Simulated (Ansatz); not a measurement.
## Gd in Ansatz: the effect of functional

Gd:

```xyz
1
Lattice="-2.0250 2.0250 2.0250 2.0250 -2.0250 2.0250 2.0250 2.0250 -2.0250" Properties=species:S:1:pos:R:3 pbc="T T T"
Gd    0.0000    0.0000    0.0000
```

This isn't the form of Gd at room conditions, which is hcp.

Alike in all runs:

| Quantity | Value |
| --- | --- |
| Program | Ansatz 0.2.0 |
| Task | band structure |
| Potentials or basis | Ansatz PAW |
| k mesh | 7 × 7 × 7 |
| Occupations | fermi-dirac, width 0.05 eV |
| Spin | collinear spin, ferromagnetic start |
| Starting moments | [7.0] μB |

| functional | cutoff | pressure (GPa) | moment (μB) |
| --- | --- | --- | --- |
| PBEsol | 420 eV (not typed: the program's choice for these potentials) | -2.4 | 7.62 |
| RPBE | 420 eV (not typed: the program's choice for these potentials) | 1.7 | 7.65 |
| revPBE | 420 eV (not typed: the program's choice for these potentials) | 1.2 | 7.64 |
| BLYP | 420 eV (not typed: the program's choice for these potentials) | 1.1 | 7.47 |
| r2SCAN | 500 eV (not typed: the program's choice for these potentials) | ? | ? |

Q: What does the run with functional r2SCAN give?

A: Pressure 0.7 GPa; moment 7.89 μB.

Caveats: the PAW data sets come from PBE, with cores solved anew for the run's functional, which leaves a small shift of forces and pressure; the magnetic or orbital state may not be the lowest (some runs).

Runs at the PBE level aren't shown here.
